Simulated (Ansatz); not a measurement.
# Ge: a trial structure relaxed, part 2 of 3

The task: take a trial cell of Ge to zero force and stress.

Ansatz 0.2.0; DFT PBE, scalar-relativistic, plane waves, PAW. Earlier steps stand in the parts before.

### 3 Rough relaxation on the coarse mesh

Changes to input.yaml since step 2:

```diff
@@ -23 +23,6 @@
   eigenvalues: true
+relax:
+  adjacent_minimum: "off"
+  f_tol: 0.04
+  max_steps: 70
+  cell: { stress_tol: 0.4 }
```

Command:

```bash
ansatz run input.yaml --threads 1 --pin off --max-ram 2560MiB --backend cpu --events-out ev --progress --plain --runs-dir out
```

The program printed:

```text
Warning: RAYON_NUM_THREADS=1 ignored (pool sized by the plan → 1); use --threads N
basis.fft_grid_basis auto: the FFT boxes are laid along the combinations [[1, 1, 0], [0, 1, 0], [0, 0, 1]] of the cell's own vectors, 2.525, 5.107 and 5.107 Å long. The dense box has 18×36×36 points. Along the cell's own vectors, as sized, it would have 36×36×36, 2.00 times as many. Of the 16 symmetry operations that the crystal satisfies within crystal.symmetry.tolerance (time reversal apart; of a slab, those that keep its plane) the dense box along the cell's own vectors carries 16, and the one as laid loses 14 of those. basis.fft_grid_basis: typed keeps the cell's own vectors: state it where this run's energies or levels are differenced outside the engine with another run's, or held beside a run that keeps those vectors.
Engine: ansatz 0.2.0, aarch64-unknown-linux-gnu
Pseudopotentials: kind: paw
Pseudopotential: Ge, paw, valence charge 14, recommended cutoff 420 eV (normal), Ge.paw.azcp
Functional definition: PBE
  parameter kappa = 0.804
  parameter beta = 0.06672455060314922
  exchange = pbe_x(kappa = kappa, mu = beta*pi^2/3)
  correlation = pbe_c(beta = beta)
Crystal: 4 atoms, lattice volume = 61.832 Å³
Basis set: ecut = 420 eV, 1257 PW (Γ), FFT grids on a1+a2, a2, a3, exchange–correlation on 36×72×72 points (8 copies of the dense FFT grid, shifted against one another)
Bands: 34, of which v1, the nominal top of the filled ones, is band 28 counted from 1 (27 counted from 0)
Symmetry: 16 space group operations
Space group: I41/amd (ITA 141), of the structure as read, at distance tolerance 4.0e-5 Å
k-points: 59 of 512
Non-local potential: Ge, projectors of the file, l = 0: 2, l = 1: 2, l = 2: 3, l = 3: 1
PAW form: soft (Blöchl's): semilocal exchange-correlation on the pseudo side does not see the compensation charge
PAW one-centre angular grid: Ge, 590 points (default); XC on 64 Gauss nodes
Initial density: superposition of atomic densities (neutral atoms: chi_scale 0, normalization atom), corrected by the library's trained network
Initial wavefunctions: pseudopotential atomic-orbital guess
Functional: x = pbe(κ = 0.804, μ = 0.2195149727645171), c = pbe(β = 0.06672455060314922)
SCF iter   1: F=—  HF=-17177.351547 eV  |F-HF|=—  |Δ(HF+E_count)|=         —  Δρ=1.43e-3  dr2=8.01e-4  ethr=1.77e-3  ⟨swp⟩=5.7  Hψ=7646  notcnv=0  defer=2
preconditioner: auto → Kerker (q_TF=auto, 2.684 Å⁻¹)  [metal: Δε(μ)=0.024 eV  Ē_g=23.418 eV  σ=0.100 eV  W_gap=0.14  n_scr=20 (ndim 8)  ℏωp=35.3 eV  f_vac=0.000  D(μ)=1.58/eV (n_scr^D=8)]
SCF iter   2: F=—  HF=-17177.350077 eV  |F-HF|=—  |Δ(HF+E_count)|=   1.47e-3  Δρ=9.53e-4  dr2=4.17e-4  ethr=1.43e-6  ⟨swp⟩=2.0  Hψ=3693  notcnv=0  defer=2
SCF iter   3: F=—  HF=-17177.350066 eV  |F-HF|=—  |Δ(HF+E_count)|=   1.08e-5  Δρ=5.28e-4  dr2=1.52e-4  ethr=7.44e-7  ⟨swp⟩=2.0  Hψ=3116  notcnv=0  defer=2
SCF iter   4: F=—  HF=-17177.350088 eV  |F-HF|=—  |Δ(HF+E_count)|=   2.19e-5  Δρ=2.07e-4  dr2=1.03e-5  ethr=2.72e-7  ⟨swp⟩=3.0  Hψ=3608  notcnv=0  defer=2
SCF iter   5: F=—  HF=-17177.350106 eV  |F-HF|=—  |Δ(HF+E_count)|=   1.79e-5  Δρ=5.48e-5  dr2=8.68e-7  ethr=1.84e-8  ⟨swp⟩=2.0  Hψ=3579  notcnv=0  defer=2
SCF iter   6: F=-17177.350106 eV  HF=-17177.350106 eV  |F-HF|=1.32e-8  |Δ(HF+E_count)|=   2.15e-7  Δρ=7.16e-6  dr2=2.25e-8  ethr=1.79e-10  ⟨swp⟩=4.4  Hψ=8669  notcnv=0
SCF 1 converged in 6 iterations: F = -17177.350106 eV  dr2 = 2.25e-8
relax step   1: F+E_penalty+E_count = -17177.35010615 eV  Δ(F+E_penalty+E_count) = +0.000e0 eV  max|allowed force component| = 3.964e-29 eV/Å  Δτ_max = 0.0000 Å  P = +28.503 GPa  Ω = 61.832 Å³  (6 SCF iters, dr2 threshold 1.00e-7 eV, accepted)
Crystal: 4 atoms, lattice volume = 69.996 Å³
Basis set: ecut = 420 eV, 1365 PW (Γ), FFT grids on a1+a2, a2, a3, exchange–correlation on 36×72×72 points (8 copies of the dense FFT grid, shifted against one another)
Initial density: handed on by an earlier stage of this run
Initial wavefunctions: those handed on with the density
iter 1 solved again at ethr=1.35e-5 eV; its pass at ethr=3.10e-3 eV (dr2=7.56e-3 eV) is discarded
SCF iter   1: F=—  HF=-17178.327019 eV  |F-HF|=—  |Δ(HF+E_count)|=         —  Δρ=4.39e-3  dr2=7.97e-3  ethr=1.35e-5  ⟨swp⟩=2.3  Hψ=11027  notcnv=0
preconditioner: auto → Kerker (q_TF=auto, 2.629 Å⁻¹)  [metal: Δε(μ)=0.118 eV  Ē_g=22.884 eV  σ=0.100 eV  W_gap=0.49  n_scr=20 (ndim 8)  ℏωp=33.2 eV  f_vac=0.000  D(μ)=1.67/eV (n_scr^D=8)]
SCF iter   2: F=—  HF=-17178.329461 eV  |F-HF|=—  |Δ(HF+E_count)|=   2.44e-3  Δρ=2.88e-3  dr2=3.62e-3  ethr=1.35e-5  ⟨swp⟩=1.0  Hψ=2006  notcnv=0
SCF iter   3: F=—  HF=-17178.330841 eV  |F-HF|=—  |Δ(HF+E_count)|=   1.38e-3  Δρ=3.35e-4  dr2=7.96e-5  ethr=6.47e-6  ⟨swp⟩=2.5  Hψ=2735  notcnv=0
SCF iter   4: F=—  HF=-17178.330983 eV  |F-HF|=—  |Δ(HF+E_count)|=   1.42e-4  Δρ=1.50e-4  dr2=1.85e-5  ethr=1.42e-7  ⟨swp⟩=2.0  Hψ=3485  notcnv=0
SCF iter   5: F=—  HF=-17178.330970 eV  |F-HF|=—  |Δ(HF+E_count)|=   1.29e-5  Δρ=4.52e-5  dr2=1.62e-6  ethr=3.30e-8  ⟨swp⟩=2.0  Hψ=3652  notcnv=0
SCF iter   6: F=-17178.330971 eV  HF=-17178.330971 eV  |F-HF|=1.76e-8  |Δ(HF+E_count)|=   4.23e-7  Δρ=1.31e-5  dr2=1.18e-7  ethr=7.14e-10  ⟨swp⟩=5.0  Hψ=7605  notcnv=0
SCF 2 converged in 6 iterations: F = -17178.330971 eV  dr2 = 1.18e-7
relax step   2: F+E_penalty+E_count = -17178.33097065 eV  Δ(F+E_penalty+E_count) = -9.809e-1 eV  max|allowed force component| = 7.258e-29 eV/Å  Δτ_max = 0.0000 Å  P = +11.098 GPa  Ω = 69.996 Å³  energy of the carried Pulay correction = -2.261e-3 eV  (6 SCF iters, dr2 threshold 4.00e-7 eV, accepted)
Crystal: 4 atoms, lattice volume = 76.368 Å³
Basis set: ecut = 420 eV, 1493 PW (Γ), FFT grids on a1+a2, a2, a3, exchange–correlation on 36×72×72 points (8 copies of the dense FFT grid, shifted against one another)
iter 1 solved again at ethr=5.56e-6 eV; its pass at ethr=3.10e-3 eV (dr2=3.11e-3 eV) is discarded
SCF iter   1: F=—  HF=-17178.608600 eV  |F-HF|=—  |Δ(HF+E_count)|=         —  Δρ=2.59e-3  dr2=3.33e-3  ethr=5.56e-6  ⟨swp⟩=2.0  Hψ=11364  notcnv=0
preconditioner: auto → Kerker (q_TF=auto, 2.591 Å⁻¹)  [metal: Δε(μ)=0.063 eV  Ē_g=22.490 eV  σ=0.100 eV  W_gap=0.32  n_scr=20 (ndim 8)  ℏωp=31.8 eV  f_vac=0.000  D(μ)=1.76/eV (n_scr^D=8)]
SCF iter   2: F=—  HF=-17178.609355 eV  |F-HF|=—  |Δ(HF+E_count)|=   7.56e-4  Δρ=1.69e-3  dr2=1.57e-3  ethr=5.56e-6  ⟨swp⟩=1.0  Hψ=2006  notcnv=0
SCF iter   3: F=—  HF=-17178.609844 eV  |F-HF|=—  |Δ(HF+E_count)|=   4.88e-4  Δρ=2.13e-4  dr2=4.54e-5  ethr=2.81e-6  ⟨swp⟩=2.2  Hψ=2480  notcnv=0
SCF iter   4: F=—  HF=-17178.609956 eV  |F-HF|=—  |Δ(HF+E_count)|=   1.13e-4  Δρ=1.25e-4  dr2=1.24e-5  ethr=8.11e-8  ⟨swp⟩=2.0  Hψ=3651  notcnv=0
SCF iter   5: F=—  HF=-17178.609958 eV  |F-HF|=—  |Δ(HF+E_count)|=   1.98e-6  Δρ=5.00e-5  dr2=2.10e-6  ethr=2.21e-8  ⟨swp⟩=2.2  Hψ=3657  notcnv=0
SCF iter   6: F=-17178.609959 eV  HF=-17178.609959 eV  |F-HF|=6.18e-9  |Δ(HF+E_count)|=   4.95e-7  Δρ=8.50e-6  dr2=6.00e-8  ethr=7.14e-10  ⟨swp⟩=5.2  Hψ=7532  notcnv=0
SCF 3 converged in 6 iterations: F = -17178.609959 eV  dr2 = 6.00e-8
relax step   3: F+E_penalty+E_count = -17178.60995890 eV  Δ(F+E_penalty+E_count) = -2.790e-1 eV  max|allowed force component| = 6.784e-29 eV/Å  Δτ_max = 0.0000 Å  P = +2.736 GPa  Ω = 76.368 Å³  energy of the carried Pulay correction = -3.836e-3 eV  (6 SCF iters, dr2 threshold 4.00e-7 eV, accepted)
Crystal: 4 atoms, lattice volume = 79.305 Å³
Basis set: ecut = 420 eV, 1525 PW (Γ), FFT grids on a1+a2, a2, a3, exchange–correlation on 36×72×72 points (8 copies of the dense FFT grid, shifted against one another)
iter 1 solved again at ethr=4.83e-6 eV; its pass at ethr=3.10e-3 eV (dr2=2.71e-3 eV) is discarded
SCF iter   1: F=—  HF=-17178.645921 eV  |F-HF|=—  |Δ(HF+E_count)|=         —  Δρ=1.84e-3  dr2=3.05e-3  ethr=4.83e-6  ⟨swp⟩=1.8  Hψ=11357  notcnv=0
preconditioner: auto → Kerker (q_TF=auto, 2.575 Å⁻¹)  [metal: Δε(μ)=0.030 eV  Ē_g=22.311 eV  σ=0.100 eV  W_gap=0.16  n_scr=20 (ndim 8)  ℏωp=31.2 eV  f_vac=0.000  D(μ)=1.96/eV (n_scr^D=8)]
SCF iter   2: F=—  HF=-17178.645591 eV  |F-HF|=—  |Δ(HF+E_count)|=   3.30e-4  Δρ=1.23e-3  dr2=1.44e-3  ethr=4.83e-6  ⟨swp⟩=1.0  Hψ=2006  notcnv=0
SCF iter   3: F=—  HF=-17178.645347 eV  |F-HF|=—  |Δ(HF+E_count)|=   2.44e-4  Δρ=2.37e-4  dr2=3.95e-5  ethr=2.58e-6  ⟨swp⟩=2.0  Hψ=2495  notcnv=0
SCF iter   4: F=—  HF=-17178.645425 eV  |F-HF|=—  |Δ(HF+E_count)|=   7.81e-5  Δρ=1.03e-4  dr2=7.48e-6  ethr=7.05e-8  ⟨swp⟩=2.0  Hψ=3649  notcnv=0
SCF iter   5: F=—  HF=-17178.645429 eV  |F-HF|=—  |Δ(HF+E_count)|=   3.91e-6  Δρ=2.08e-5  dr2=4.40e-7  ethr=1.34e-8  ⟨swp⟩=2.0  Hψ=2456  notcnv=0
SCF iter   6: F=-17178.645429 eV  HF=-17178.645429 eV  |F-HF|=6.61e-9  |Δ(HF+E_count)|=   1.26e-7  Δρ=4.86e-6  dr2=1.58e-8  ethr=7.14e-10  ⟨swp⟩=5.0  Hψ=7425  notcnv=0
SCF 4 converged in 6 iterations: F = -17178.645429 eV  dr2 = 1.58e-8
relax step   4: F+E_penalty+E_count = -17178.64542864 eV  Δ(F+E_penalty+E_count) = -3.547e-2 eV  max|allowed force component| = 4.871e-29 eV/Å  Δτ_max = 0.0000 Å  P = -0.398 GPa  Ω = 79.305 Å³  energy of the carried Pulay correction = -4.492e-3 eV  (6 SCF iters, dr2 threshold 4.00e-7 eV, accepted)
Crystal: 4 atoms, lattice volume = 78.874 Å³
iter 1 solved again at ethr=3.81e-8 eV; its pass at ethr=3.10e-3 eV (dr2=2.13e-5 eV) is discarded
SCF iter   1: F=—  HF=-17178.646000 eV  |F-HF|=—  |Δ(HF+E_count)|=         —  Δρ=1.48e-4  dr2=1.36e-5  ethr=3.81e-8  ⟨swp⟩=3.4  Hψ=10696  notcnv=0
preconditioner: auto → Kerker (q_TF=auto, 2.577 Å⁻¹)  [metal: Δε(μ)=0.007 eV  Ē_g=22.327 eV  σ=0.100 eV  W_gap=0.04  n_scr=20 (ndim 8)  ℏωp=31.3 eV  f_vac=0.000  D(μ)=1.96/eV (n_scr^D=8)]
SCF iter   2: F=—  HF=-17178.646116 eV  |F-HF|=—  |Δ(HF+E_count)|=   1.16e-4  Δρ=9.72e-5  dr2=6.76e-6  ethr=2.43e-8  ⟨swp⟩=2.0  Hψ=3186  notcnv=0
SCF iter   3: F=—  HF=-17178.646116 eV  |F-HF|=—  |Δ(HF+E_count)|=   7.63e-7  Δρ=3.10e-5  dr2=6.94e-7  ethr=1.21e-8  ⟨swp⟩=2.9  Hψ=3685  notcnv=0
SCF iter   4: F=-17178.646116 eV  HF=-17178.646116 eV  |F-HF|=1.38e-8  |Δ(HF+E_count)|=   1.85e-7  Δρ=8.11e-6  dr2=5.59e-8  ethr=7.14e-10  ⟨swp⟩=4.2  Hψ=7347  notcnv=0
SCF 5 converged in 4 iterations: F = -17178.646116 eV  dr2 = 5.59e-8
relax step   5: F+E_penalty+E_count = -17178.64611626 eV  Δ(F+E_penalty+E_count) = -6.876e-4 eV  max|allowed force component| = 6.074e-29 eV/Å  Δτ_max = 0.0000 Å  P = +0.021 GPa  Ω = 78.874 Å³  energy of the carried Pulay correction = -4.395e-3 eV  (4 SCF iters, dr2 threshold 4.00e-7 eV, accepted)
Basis set: ecut = 420 eV, 1525 PW (Γ), FFT grids on a1+a2, a2, a3, exchange–correlation on 40×80×80 points (8 copies of the dense FFT grid, shifted against one another)
Initial wavefunctions: pseudopotential atomic-orbital guess (no wavefunctions were taken with the density)
iter 1 solved again at ethr=1.17e-6 eV; its pass at ethr=3.10e-3 eV (dr2=6.53e-4 eV) is discarded
SCF iter   1: F=—  HF=-17178.567510 eV  |F-HF|=—  |Δ(HF+E_count)|=         —  Δρ=5.35e-3  dr2=6.25e-4  ethr=1.17e-6  ⟨swp⟩=2.1  Hψ=11257  notcnv=0
preconditioner: auto → Kerker (q_TF=auto, 2.577 Å⁻¹)  [metal: Δε(μ)=0.010 eV  Ē_g=22.333 eV  σ=0.100 eV  W_gap=0.06  n_scr=20 (ndim 8)  ℏωp=31.3 eV  f_vac=0.000  D(μ)=1.96/eV (n_scr^D=8)]
SCF iter   2: F=—  HF=-17178.646119 eV  |F-HF|=—  |Δ(HF+E_count)|=   7.86e-2  Δρ=2.73e-3  dr2=1.65e-4  ethr=1.12e-6  ⟨swp⟩=2.0  Hψ=3661  notcnv=0
SCF iter   3: F=—  HF=-17178.669018 eV  |F-HF|=—  |Δ(HF+E_count)|=   2.29e-2  Δρ=8.06e-4  dr2=1.97e-5  ethr=2.94e-7  ⟨swp⟩=2.1  Hψ=2596  notcnv=0
SCF iter   4: F=—  HF=-17178.671077 eV  |F-HF|=—  |Δ(HF+E_count)|=   2.06e-3  Δρ=4.68e-5  dr2=2.43e-6  ethr=3.52e-8  ⟨swp⟩=2.0  Hψ=3641  notcnv=0
SCF iter   5: F=—  HF=-17178.671077 eV  |F-HF|=—  |Δ(HF+E_count)|=   4.28e-7  Δρ=1.91e-5  dr2=4.45e-7  ethr=4.33e-9  ⟨swp⟩=2.0  Hψ=3650  notcnv=0
SCF iter   6: F=—  HF=-17178.671077 eV  |F-HF|=—  |Δ(HF+E_count)|=   6.86e-8  Δρ=8.47e-6  dr2=7.72e-8  ethr=7.94e-10  ⟨swp⟩=2.0  Hψ=3652  notcnv=0
SCF iter   7: F=—  HF=-17178.671077 eV  |F-HF|=—  |Δ(HF+E_count)|=   6.32e-9  Δρ=2.04e-6  dr2=4.70e-9  ethr=1.38e-10  ⟨swp⟩=2.1  Hψ=2467  notcnv=0
SCF iter   8: F=-17178.671077 eV  HF=-17178.671077 eV  |F-HF|=7.28e-12  |Δ(HF+E_count)|=  5.64e-10  Δρ=2.40e-7  dr2=6.49e-11  ethr=4.57e-12  ⟨swp⟩=4.0  Hψ=6012  notcnv=0
SCF 6 converged in 8 iterations: F = -17178.671077 eV  dr2 = 6.49e-11
relax step   6: F+E_penalty+E_count = -17178.67107740 eV  Δ(F+E_penalty+E_count) = -2.496e-2 eV  max|allowed force component| = 6.942e-29 eV/Å  Δτ_max = 0.0000 Å  P = +0.706 GPa  Ω = 78.874 Å³  stress off target by 1.16e0 GPa  SCF on the basis re-selected at this cell (its energy is not comparable with the rows above)  (8 SCF iters)
basis re-selected at this cell: Δ(F+E_penalty+E_count) = -2.496e-2 eV, ΔP = +0.685 GPa vs the last step (what re-selecting the basis moved, of the pressure what is left beyond the Pulay correction that the steps carried, after the strain that the cell walked since its last selection, with what the two solves' SCF thresholds leave and, on support functions, any second-order correction that the steps lacked; it is no measure of the basis error at this ecutwfc). The dense FFT grid was sized anew with the basis: this SCF ran on 20×40×40 points, the steps before it on 18×36×36, so part of this shift can come from that change (see relax.cell in the input reference). This SCF's stress stands 1.16e0 GPa from its target on what of the cell is left free (relax.cell.stress_tol is 4.00e-1 GPa) and its largest allowed force component is 6.94e-29 eV/Å (relax.f_tol is 4.00e-2 eV/Å): not within both, so this SCF does not close the relaxation
Crystal: 4 atoms, lattice volume = 79.605 Å³
Basis set: ecut = 420 eV, 1533 PW (Γ), FFT grids on a1+a2, a2, a3, exchange–correlation on 40×80×80 points (8 copies of the dense FFT grid, shifted against one another)
iter 1 solved again at ethr=2.51e-7 eV; its pass at ethr=3.10e-3 eV (dr2=1.41e-4 eV) is discarded
SCF iter   1: F=—  HF=-17178.673940 eV  |F-HF|=—  |Δ(HF+E_count)|=         —  Δρ=3.87e-4  dr2=1.33e-4  ethr=2.51e-7  ⟨swp⟩=2.3  Hψ=10205  notcnv=0
preconditioner: auto → Kerker (q_TF=auto, 2.573 Å⁻¹)  [metal: Δε(μ)=0.038 eV  Ē_g=22.277 eV  σ=0.100 eV  W_gap=0.21  n_scr=20 (ndim 8)  ℏωp=31.1 eV  f_vac=0.000  D(μ)=1.92/eV (n_scr^D=8)]
SCF iter   2: F=—  HF=-17178.673888 eV  |F-HF|=—  |Δ(HF+E_count)|=   5.25e-5  Δρ=2.58e-4  dr2=6.15e-5  ethr=2.38e-7  ⟨swp⟩=1.0  Hψ=2006  notcnv=0
SCF iter   3: F=—  HF=-17178.673878 eV  |F-HF|=—  |Δ(HF+E_count)|=   9.86e-6  Δρ=3.78e-5  dr2=9.32e-7  ethr=1.10e-7  ⟨swp⟩=2.0  Hψ=2467  notcnv=0
SCF iter   4: F=-17178.673878 eV  HF=-17178.673878 eV  |F-HF|=1.30e-7  |Δ(HF+E_count)|=   3.06e-8  Δρ=1.74e-5  dr2=2.61e-7  ethr=7.14e-10  ⟨swp⟩=5.0  Hψ=8077  notcnv=0
SCF 7 converged in 4 iterations: F = -17178.673878 eV  dr2 = 2.61e-7
relax step   7: F+E_penalty+E_count = -17178.67387760 eV  Δ(F+E_penalty+E_count) = -2.800e-3 eV  max|allowed force component| = 8.401e-29 eV/Å  Δτ_max = 0.0000 Å  P = +0.118 GPa  Ω = 79.605 Å³  energy of the carried Pulay correction = -1.581e-4 eV  (4 SCF iters, dr2 threshold 4.00e-7 eV, accepted)
iter 1 solved again at ethr=5.41e-8 eV; its pass at ethr=3.10e-3 eV (dr2=3.03e-5 eV) is discarded
SCF iter   1: F=—  HF=-17178.672766 eV  |F-HF|=—  |Δ(HF+E_count)|=         —  Δρ=5.03e-4  dr2=4.30e-6  ethr=5.41e-8  ⟨swp⟩=2.8  Hψ=11760  notcnv=0
preconditioner: auto → Kerker (q_TF=auto, 2.573 Å⁻¹)  [metal: Δε(μ)=0.037 eV  Ē_g=22.274 eV  σ=0.100 eV  W_gap=0.21  n_scr=20 (ndim 8)  ℏωp=31.1 eV  f_vac=0.000  D(μ)=1.91/eV (n_scr^D=8)]
SCF iter   2: F=—  HF=-17178.673699 eV  |F-HF|=—  |Δ(HF+E_count)|=   9.33e-4  Δρ=2.56e-4  dr2=1.18e-6  ethr=7.69e-9  ⟨swp⟩=2.5  Hψ=3117  notcnv=0
SCF iter   3: F=—  HF=-17178.674028 eV  |F-HF|=—  |Δ(HF+E_count)|=   3.29e-4  Δρ=1.93e-5  dr2=4.44e-8  ethr=2.11e-9  ⟨swp⟩=1.8  Hψ=2178  notcnv=0
SCF iter   4: F=—  HF=-17178.674030 eV  |F-HF|=—  |Δ(HF+E_count)|=   1.61e-6  Δρ=4.22e-6  dr2=1.16e-8  ethr=7.93e-11  ⟨swp⟩=2.0  Hψ=3643  notcnv=0
SCF iter   5: F=-17178.674030 eV  HF=-17178.674030 eV  |F-HF|=2.62e-10  |Δ(HF+E_count)|=   3.25e-8  Δρ=1.10e-6  dr2=1.30e-9  ethr=4.57e-12  ⟨swp⟩=3.0  Hψ=6370  notcnv=0
SCF 8 converged in 5 iterations: F = -17178.674030 eV  dr2 = 1.30e-9
relax step   8: F+E_penalty+E_count = -17178.67402973 eV  Δ(F+E_penalty+E_count) = -1.521e-4 eV  max|allowed force component| = 4.930e-29 eV/Å  Δτ_max = 0.0000 Å  P = +0.115 GPa  Ω = 79.605 Å³  stress off target by 2.15e-1 GPa  SCF on the basis re-selected at this cell (its energy is not comparable with the rows above)  (5 SCF iters)
basis re-selected at this cell: Δ(F+E_penalty+E_count) = -1.521e-4 eV, ΔP = -0.004 GPa vs the last step (what re-selecting the basis moved, of the pressure what is left beyond the Pulay correction that the steps carried, after the strain that the cell walked since its last selection, with what the two solves' SCF thresholds leave and, on support functions, any second-order correction that the steps lacked; it is no measure of the basis error at this ecutwfc). This SCF's stress stands 2.15e-1 GPa from its target on what of the cell is left free (relax.cell.stress_tol is 4.00e-1 GPa) and its largest allowed force component is 4.93e-29 eV/Å (relax.f_tol is 4.00e-2 eV/Å): within both
SCF converged after 5 iterations
Free energy (F): -17178.674030 eV
Harris-Foulkes:  -17178.674030 eV  (|F-HF|=2.62e-10)
Internal energy: -17178.664466 eV  (E = F + TS)
E sigma→0 (E₀):  -17178.669248 eV
Entropy (-TS):   -0.009563 eV (-2.391 meV/atom)
Fermi energy:    10.220568 eV
--- Per-component energies (eV) ---
  E_band       = -498.068019
  E_kinetic    = 440.385490
  E_local      = -8810.723664  (includes V_loc(G=0)·N_el)
  E_nonlocal   = 1662.491658
  E_hartree    = 3848.100801
  E_xc         = -301.665239
  E_vxc        = -257.212961  (∫ρ·V_xc dr)
  E_paw        = -8067.276899  (= ΣΔE_a)
  E_vpaw       = -1229.213152  (= ΣTr[D̂ρ^β])
  E_aug_tail   = 0.001403  (compensation charges beyond the density's cutoff)
  E_ewald      = -5949.978016
  E_smearing   = -0.009563  (= −TS)
  E_closure    = -0.000000  (closes the sum)
  Σ components = -17178.674030   (vs F -17178.674030, Δ=0.00e0)
--- Forces (eV/Å), atoms counted from 1 ---
  atom   1  Ge     0.00000000     0.00000000    -0.00000000
  atom   2  Ge     0.00000000     0.00000000     0.00000000
  atom   3  Ge     0.00000000    -0.00000000     0.00000000
  atom   4  Ge     0.00000000     0.00000000     0.00000000
  max |Σ_I F_I| component: 4.75e-28 eV/Å
--- Stress (GPa, compression-positive) ---
        0.064509      -0.000000       0.000000
       -0.000000       0.064509      -0.000000
        0.000000       0.000000       0.214972
  P = ⅓ Tr σ = 0.1147 GPa (1.147 kbar)
--- Band table (eV; the first three rows and the last of 59) ---
  k-point 0: bands = ["-14.5631", "-14.5420", "-14.5358", "-14.5358", "-14.5003", "-14.4927", "-14.4591", "-14.4591", "-14.4185", "-14.4185", "-14.4185", "-14.4053", "-14.3874", "-14.3851", "-14.3730", "-14.3730", "-14.3578", "-14.3578", "-14.3417", "-14.2644", "-2.6023", "1.4795", "1.4795", "4.5791", "4.6982", "5.8252", "7.9813", "7.9813", "13.5193", "16.5957", "16.5957", "16.7049", "17.0931", "18.0389"]
  k-point 1: bands = ["-14.5584", "-14.5397", "-14.5360", "-14.5312", "-14.4996", "-14.4897", "-14.4587", "-14.4576", "-14.4206", "-14.4182", "-14.4173", "-14.4065", "-14.3885", "-14.3854", "-14.3744", "-14.3737", "-14.3631", "-14.3564", "-14.3438", "-14.2702", "-2.5209", "1.0465", "1.5596", "4.7130", "5.2458", "5.2601", "7.7356", "8.7146", "13.9207", "16.0267", "16.5946", "16.6738", "17.0549", "17.3344"]
  k-point 2: bands = ["-14.5496", "-14.5369", "-14.5289", "-14.5197", "-14.4981", "-14.4812", "-14.4589", "-14.4526", "-14.4270", "-14.4176", "-14.4142", "-14.4100", "-14.3923", "-14.3852", "-14.3788", "-14.3757", "-14.3745", "-14.3520", "-14.3497", "-14.2862", "-2.2769", "0.2204", "1.8000", "4.3358", "4.9544", "6.5718", "7.1589", "10.1402", "14.1787", "14.9667", "16.5732", "16.5868", "16.9661", "17.0341"]
  k-point 58: bands = ["-14.5041", "-14.5041", "-14.4998", "-14.4998", "-14.4348", "-14.4348", "-14.4336", "-14.4336", "-14.4304", "-14.4304", "-14.4284", "-14.4284", "-14.3943", "-14.3943", "-14.3921", "-14.3921", "-14.3895", "-14.3895", "-14.3876", "-14.3876", "-0.0425", "-0.0425", "0.0002", "0.0002", "10.8336", "10.8336", "10.8356", "10.8356", "11.7945", "11.7945", "11.9045", "11.9045", "15.9562", "15.9562"]
--- Relaxed structure (6 steps of the walk, 6 accepted, 2 SCFs on fresh bases) ---
  F+E_penalty+E_count = -17178.67402973 eV   max|allowed force component| = 4.930e-29 eV/Å   (the final SCF, on the basis selected at the relaxed cell)
  cell:  # Å, volume = 79.6048 Å³
    - [-3.7274341859996447, 3.7274341859996447, 1.4323827007028964]
    - [3.7274341859996447, -3.7274341859996447, 1.4323827007028964]
    - [3.7274341859996447, 3.7274341859996447, -1.4323827007028964]
  atoms:
    - { symbol: Ge, position: [0.37500000000000006, 0.625, 0.75] }
    - { symbol: Ge, position: [0.8749999999999998, 0.6249999999999998, 0.24999999999999997] }
    - { symbol: Ge, position: [0.37500000000000006, 0.125, 0.75] }
    - { symbol: Ge, position: [0.37499999999999994, 0.6249999999999998, 0.24999999999999997] }
```

Wall time 61 s (1 thread of Arm Neoverse V1, shared host); peak memory 0.41 GiB.

The steps of the relaxation:

| step | E - E(step 1) (eV/cell) | largest force component (eV/Å) | pressure (GPa) | volume (Å³) |
| --- | --- | --- | --- | --- |
| 1 | 0.0000 | 0.0000 | 28.50 | 61.83 |
| 2 | -0.9809 | 0.0000 | 11.10 | 70.00 |
| 3 | -1.2599 | 0.0000 | 2.74 | 76.37 |
| 4 | -1.2953 | 0.0000 | -0.40 | 79.31 |
| 5 | -1.2960 | 0.0000 | 0.02 | 78.87 |
| 6 | -1.3210 | 0.0000 | 0.71 | 78.87 |
| 7 | -1.3238 | 0.0000 | 0.12 | 79.60 |
| 8 | -1.3239 | 0.0000 | 0.11 | 79.60 |

Step 1 is the start. Steps 6, 8 each repeat the geometry before them on a plane-wave basis chosen anew, so the energy can jump there without any move.

Lengths and angles in the start's conventional setting:

|  | before | after | change |
| --- | --- | --- | --- |
| a (Å) | 6.999 | 7.455 | +6.5 % |
| b (Å) | 6.999 | 7.455 | +6.5 % |
| c (Å) | 2.525 | 2.865 | +13.5 % |
| volume (Å³/atom) | 15.46 | 19.90 | +28.7 % |
| shortest distance (Å) | 2.525 | 2.731 | +8.2 % |
| space group (0.01 Å) | I4_1/amd | I4_1/amd | same |

The run keeps the 16 symmetry operations of the start, so it could not have lowered the symmetry.

(Part 2 of 3 ends here.)
